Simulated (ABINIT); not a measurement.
# SiO2 (I4/mmm) in ABINIT: reference runs

Reference runs on SiO2: the cell as given and a disturbed copy.

Everything below comes from runs of ABINIT 10.8.3 (patched build). Logs are shortened: lines on timing, memory, paths and dates and some standing lists are left out, and cuts for length are marked. The log counts tension as positive stress, the text compression.

## (1) Starting point

It takes space group I4/mmm (No. 139, tetragonal). The conventional cell has a = 8.944 Å, b = 8.944 Å, c = 5.224 Å, α = 90.00°, β = 90.00°, γ = 90.00°. Si (site symmetry m2m) has 4 O at 1.60 to 1.61 Å as nearest neighbours. O (site symmetry m2m) has 2 Si at 1.61 Å as nearest neighbours. O (site symmetry 2/m) has 2 Si at 1.60 Å as nearest neighbours.

The cell comes from a database or a generator and needn't be the stable form of this composition.

## (2) Single point, PBE

File run.abi:

```
# Pseudopotentials
pp_dirpath "./"
pseudos "Si.GGA_PBE-JTH.xml, O.GGA_PBE-JTH.xml"

# Structure
acell 6.842487646 6.842487646 6.842487646 Angstrom
rprim
    -0.6535693963     0.6535693963     0.3816989500
     0.6535693963    -0.6535693963     0.3816989500
     0.6535693963     0.6535693963    -0.3816989500
ntypat 2
znucl 14 8
natom 12
typat 1 1 1 1 2 2 2 2 2 2 2 2
xred
     0.8231114200     0.8231114200     0.6462228400
     0.1768885800     0.8231114200     0.0000000000
     0.8231114200     0.1768885800     0.0000000000
     0.1768885800     0.1768885800     0.3537771600
     0.0000000000     0.7914513400     0.7914513400
     0.2085486600     0.0000000000     0.2085486600
     0.7914513400     0.0000000000     0.7914513400
     0.0000000000     0.2085486600     0.2085486600
     0.0000000000     0.0000000000     0.5000000000
     0.5000000000     0.0000000000     0.0000000000
     0.0000000000     0.5000000000     0.0000000000
     0.5000000000     0.5000000000     0.5000000000

# Plane-wave basis
ecut 23.0
pawecutdg 45.0
pawxcdev 0
pawovlp 30

# k points
kptopt 1
ngkpt 6 6 6
nshiftk 1
shiftk 0.0 0.0 0.0

# Exchange and correlation
ixc 11

# Bands and occupations
nband 40
occopt 3
tsmear 0.05 eV

# SCF cycle
nstep 100
tolvrs 1.0e-9

# Output
iomode 3
prtwf 0
prtden 0
prteig 0
prtebands 0
```

Potentials or basis: JTH PAW PBE v2.0.

Run with:

```console
$ mpirun --bind-to none -np 4 abinit run.abi > log 2>&1
```

run.abo:

```text
.Version 10.8.3 of ABINIT
 Symmetries : space group I4/m m m (#139); Bravais tI (body-center tetrag.)
================================================================================
 Values of the parameters that define the memory need of the present run
     intxc =       0    ionmov =       0      iscf =      17    lmnmax =       8
     lnmax =       4     mgfft =      60  mpssoang =       2    mqgrid =    3610
     natom =      12  nloc_mem =       2    nspden =       1   nspinor =       1
    nsppol =       1      nsym =      16    n1xccc =       1    ntypat =       2
    occopt =       3   xclevel =       2
       mpw =        7454          nfft =      216000          nkpt =          30
Pmy_natom=         3
 PAW method is used; the additional fine FFT grid is defined by:
   mgfftf=        80    nfftf =    512000
================================================================================
================================================================================

--------------------------------------------------------------------------------
------------- Echo of variables that govern the present computation ------------
--------------------------------------------------------------------------------
 -outvars: echo values of preprocessed input variables --------
            acell      1.2930427671E+01  1.2930427671E+01  1.2930427671E+01 Bohr
              amu      2.80855000E+01  1.59994000E+01
             ecut      2.30000000E+01 Hartree
              ixc          11
         kptrlatt        6    0    0      0    6    0      0    0    6
          kptrlen      5.92263680E+01
            natom          12
            nband          40
            ngfft          60      60      60
          ngfftdg          80      80      80
             nkpt          30
            nstep         100
             nsym          16
           ntypat           2
           occopt           3
        pawecutdg      4.50000000E+01 Hartree
          pawovlp      3.0000000000E+01
         pawxcdev           0
           prtden           0
        prtebands           0
           prteig           0
            prtwf           0
            rprim     -6.5356939630E-01  6.5356939630E-01  3.8169895000E-01
                       6.5356939630E-01 -6.5356939630E-01  3.8169895000E-01
                       6.5356939630E-01  6.5356939630E-01 -3.8169895000E-01
          spgroup         139
           tolvrs      1.00000000E-09
           tsmear      1.83746611E-03 Hartree
            typat      1  1  1  1  2  2  2  2  2  2  2  2
           useylm           1
           xangst      2.8899347254E+00  2.8899347254E+00  2.6117703499E+00
                       2.8899347254E+00 -2.8899347254E+00  2.6117703499E+00
                      -2.8899347254E+00  2.8899347254E+00  2.6117703499E+00
                       1.5821057946E+00  1.5821057946E+00  3.2634178801E-17
                       7.0788049242E+00  1.5922048869E-16  3.2665312784E-16
                       2.9419601508E-17  1.8652761158E+00  6.3284253560E-17
                       1.5922048869E-16  7.0788049242E+00  9.1651238543E-17
                       1.8652761158E+00  2.9419601508E-17 -5.4216691091E-17
                       2.2360202600E+00  2.2360202600E+00 -1.3058851749E+00
                      -2.2360202600E+00  2.2360202600E+00  1.3058851749E+00
                       2.2360202600E+00 -2.2360202600E+00  1.3058851749E+00
                       2.2360202600E+00  2.2360202600E+00  1.3058851749E+00
            xcart      5.4611851528E+00  5.4611851528E+00  4.9355306650E+00
                       5.4611851528E+00 -5.4611851528E+00  4.9355306650E+00
                      -5.4611851528E+00  5.4611851528E+00  4.9355306650E+00
                       2.9897466539E+00  2.9897466539E+00  6.1669660278E-17
                       1.3377002605E+01  3.0088311725E-16  6.1728494980E-16
                       5.5594989584E-17  3.5248610081E+00  1.1958990731E-16
                       3.0088311725E-16  1.3377002605E+01  1.7319573995E-16
                       3.5248610081E+00  5.5594989584E-17 -1.0245469761E-16
                       4.2254659034E+00  4.2254659034E+00 -2.4677653325E+00
                      -4.2254659034E+00  4.2254659034E+00  2.4677653325E+00
                       4.2254659034E+00 -4.2254659034E+00  2.4677653325E+00
                       4.2254659034E+00  4.2254659034E+00  2.4677653325E+00
             xred      8.2311142000E-01  8.2311142000E-01  6.4622284000E-01
                       1.7688858000E-01  8.2311142000E-01  1.6667202584E-17
                       8.2311142000E-01  1.7688858000E-01 -1.0505266185E-17
                       1.7688858000E-01  1.7688858000E-01  3.5377716000E-01
[... 225 lines left out ...]

 cartesian forces (eV/Angstrom) at end:
    1      0.01140238226327     0.01140238226327     0.00000000000000
    2      0.01140238226327    -0.01140238226327     0.00000000000000
    3     -0.01140238226327     0.01140238226327     0.00000000000000
    4     -0.01140238226327    -0.01140238226327     0.00000000000000
    5     -0.13916906144040     0.00000000000000    -0.00000000000000
    6     -0.00000000000000     0.13916906144040    -0.00000000000000
    7     -0.00000000000000    -0.13916906144040    -0.00000000000000
    8      0.13916906144040    -0.00000000000000     0.00000000000000
    9     -0.00000000000000     0.00000000000000     0.00000000000000
   10      0.00000000000000     0.00000000000000     0.00000000000000
   11     -0.00000000000000     0.00000000000000     0.00000000000000
   12      0.00000000000000     0.00000000000000     0.00000000000000
 frms,max,avg= 4.6700055E-02 1.3916906E-01   0.000E+00  0.000E+00  0.000E+00 e/A
 length scales= 12.930427670847 12.930427670847 12.930427670847 bohr
              =  6.842487646000  6.842487646000  6.842487646000 angstroms
 Fermi (or HOMO) energy (hartree) =   0.00960   Average Vxc (hartree)=  -0.26951
 Eigenvalues (hartree) for nkpt=  30  k points:
 kpt#   1, nband= 40, wtk=  0.00463, kpt=  0.0000  0.0000  0.0000 (reduced coord)
  -0.75674   -0.72496   -0.70492   -0.70492   -0.68298   -0.68169   -0.68169   -0.68107
  -0.37128   -0.37128   -0.31397   -0.26065   -0.25393   -0.25393   -0.24158   -0.23999
  -0.16202   -0.14172   -0.14172   -0.13566   -0.11725   -0.11532   -0.11532   -0.11215
  -0.11215   -0.09152   -0.09034   -0.09034   -0.07027   -0.06463   -0.04097   -0.04069
   0.15956    0.26674    0.27552    0.28420    0.29821    0.31124    0.31124    0.33850
      occupation numbers for kpt#   1
   2.00000    2.00000    2.00000    2.00000    2.00000    2.00000    2.00000    2.00000
   2.00000    2.00000    2.00000    2.00000    2.00000    2.00000    2.00000    2.00000
   2.00000    2.00000    2.00000    2.00000    2.00000    2.00000    2.00000    2.00000
   2.00000    2.00000    2.00000    2.00000    2.00000    2.00000    2.00000    2.00000
   0.00000    0.00000    0.00000    0.00000    0.00000    0.00000    0.00000    0.00000
 prteigrs : prtvol=0 or 1, do not print more k-points.

--- !EnergyTerms
iteration_state     : {dtset: 1, }
comment             : Components of total free energy in Hartree
kinetic             :  6.92031861061725E+01
hartree             :  7.74433132116056E+01
xc                  : -3.36846477426725E+01
Ewald energy        : -6.07770398172604E+01
psp_core            :  2.52670109375037E+00
local_psp           : -2.16213514701546E+02
PAW spherical_terms :  1.57384440828036E+01
internal            : -1.45763557767147E+02
'-kT*entropy'       : -9.11897927522027E-15
total_energy        : -1.45763557767147E+02
total_energy_eV     : -3.96642847099020E+03
...

--- !EnergyTermsDC
iteration_state     : {dtset: 1, }
comment             : '"Double-counting" decomposition of free energy'
band_energy         : -1.91821454394367E+01
Ewald energy        : -6.07770398172604E+01
psp_core            :  2.52670109375037E+00
xc_dc               : -7.29583564987480E+01
PAW spherical_terms :  4.62726552649306E+00
internal            : -1.45763575135202E+02
'-kT*entropy'       : -9.11897927522027E-15
total_energy_dc     : -1.45763575135202E+02
total_energy_dc_eV  : -3.96642894359904E+03
...

--- !EnergyTermsWithPAWCore
iteration_state     : {dtset: 1, }
comment             : 'Components of total free energy, including PAW core contributions'
Total energy        : -1.76285704295209E+03
Total energy DC     : -1.76285706032014E+03
Total energy (eV)   : -4.79697838922171E+04
Total energy DC (eV): -4.79697843648260E+04
...

 Cartesian components of stress tensor (hartree/bohr^3)
  sigma(1 1)= -7.03066769E-05  sigma(3 2)=  0.00000000E+00
  sigma(2 2)= -7.03066769E-05  sigma(3 1)=  0.00000000E+00
  sigma(3 3)= -7.60399093E-05  sigma(2 1)=  0.00000000E+00

-Cartesian components of stress tensor (GPa)         [Pressure=  2.1247E+00 GPa]
- sigma(1 1)= -2.06849385E+00  sigma(3 2)=  0.00000000E+00
- sigma(2 2)= -2.06849385E+00  sigma(3 1)=  0.00000000E+00
- sigma(3 3)= -2.23717137E+00  sigma(2 1)=  0.00000000E+00

== END DATASET(S) ==============================================================
================================================================================

 -outvars: echo values of variables after computation  --------
            acell      1.2930427671E+01  1.2930427671E+01  1.2930427671E+01 Bohr
           etotal     -1.4576357514E+02
            fcart      2.2174103095E-04  2.2174103095E-04  3.2418102238E-20
                       2.2174103095E-04 -2.2174103095E-04  5.8506940140E-20
                      -2.2174103095E-04  2.2174103095E-04  5.9819755047E-20
                      -2.2174103095E-04 -2.2174103095E-04  2.6469725315E-20
                      -2.7064073495E-03  1.3765645987E-19 -6.6399195828E-20
                      -1.2706750142E-19  2.7064073495E-03 -3.7844264622E-20
                      -8.9772933075E-20 -2.7064073495E-03 -3.3172001781E-19
                       2.7064073495E-03 -1.1647854297E-19  1.3051578239E-19
                      -7.0009519950E-32  1.0588958452E-20  3.2058293282E-20
                       2.3336506650E-32  1.0588958452E-20  3.2058293281E-20
                      -3.0337458645E-31  1.0588958452E-20  3.2058293281E-20
                       1.6335554655E-31  1.0588958452E-20  3.2058293282E-20
            rprim     -6.5356939630E-01  6.5356939630E-01  3.8169895000E-01
                       6.5356939630E-01 -6.5356939630E-01  3.8169895000E-01
                       6.5356939630E-01  6.5356939630E-01 -3.8169895000E-01
           strten     -7.0306676904E-05 -7.0306676904E-05 -7.6039909265E-05
                       0.0000000000E+00  0.0000000000E+00  0.0000000000E+00
           xangst      2.8899347254E+00  2.8899347254E+00  2.6117703499E+00
                       2.8899347254E+00 -2.8899347254E+00  2.6117703499E+00
                      -2.8899347254E+00  2.8899347254E+00  2.6117703499E+00
                       1.5821057946E+00  1.5821057946E+00  3.2634178801E-17
                       7.0788049242E+00  1.5922048869E-16  3.2665312784E-16
                       2.9419601508E-17  1.8652761158E+00  6.3284253560E-17
                       1.5922048869E-16  7.0788049242E+00  9.1651238543E-17
                       1.8652761158E+00  2.9419601508E-17 -5.4216691091E-17
                       2.2360202600E+00  2.2360202600E+00 -1.3058851749E+00
                      -2.2360202600E+00  2.2360202600E+00  1.3058851749E+00
                       2.2360202600E+00 -2.2360202600E+00  1.3058851749E+00
                       2.2360202600E+00  2.2360202600E+00  1.3058851749E+00
             xred      8.2311142000E-01  8.2311142000E-01  6.4622284000E-01
                       1.7688858000E-01  8.2311142000E-01  1.6667202584E-17
                       8.2311142000E-01  1.7688858000E-01 -1.0505266185E-17
                       1.7688858000E-01  1.7688858000E-01  3.5377716000E-01
                       5.1291327111E-17  7.9145134000E-01  7.9145134000E-01
                       2.0854866000E-01  8.4605094519E-18  2.0854866000E-01
                       7.9145134000E-01  5.1291327111E-17  7.9145134000E-01
                       8.4605094519E-18  2.0854866000E-01  2.0854866000E-01
                      -1.1051679848E-17 -1.1051679848E-17  5.0000000000E-01
                       5.0000000000E-01  1.1051679848E-17 -5.1462358247E-19
                       1.1051679848E-17  5.0000000000E-01  3.5955917818E-18
                       5.0000000000E-01  5.0000000000E-01  5.0000000000E-01
 Calculation completed.
```

Run time: 3.4 min. Hardware: 4 MPI ranks of Arm Neoverse V2, shared host; peak memory 1.1 GiB.

Results:

```yaml
Free_energy: -3966.4289 eV
Pressure: 2.1 GPa
Largest_force: 0.139 eV/Å
Band_gap_on_the_k_mesh: 5.44 eV, indirect (least direct gap 5.45 eV)
```

Forces in eV/Å, atoms in the order of the input:
```
Si   0.011  0.011  0.000
Si   0.011 -0.011  0.000
Si  -0.011  0.011  0.000
Si  -0.011 -0.011  0.000
O   -0.139  0.000  0.000
O    0.000  0.139  0.000
O    0.000 -0.139  0.000
O    0.139  0.000  0.000
O    0.000  0.000  0.000
O    0.000  0.000  0.000
O    0.000  0.000  0.000
O    0.000  0.000  0.000
```

Levels at points of the mesh, in eV from the valence-band top:
| k point | band 30 | band 31 | band 32 | band 33 | band 34 | band 35 |
| --- | --- | --- | --- | --- | --- | --- |
| (0.00, 0.00, 0.00) | -0.66 | -0.01 | -0.01 | 5.44 | 8.36 | 8.60 |
| (0.50, 0.00, 0.00) | -0.76 | -0.58 | -0.24 | 7.67 | 7.75 | 8.65 |
| (0.50, 0.50, 0.00) | -0.37 | -0.37 | -0.24 | 6.59 | 6.96 | 8.67 |
| (0.50, 0.50, 0.50) | -0.17 | 0.00 | 0.00 | 7.62 | 7.65 | 7.65 |

Caveat: the atomic spheres overlap.

(Continued in part 2 of 2.)
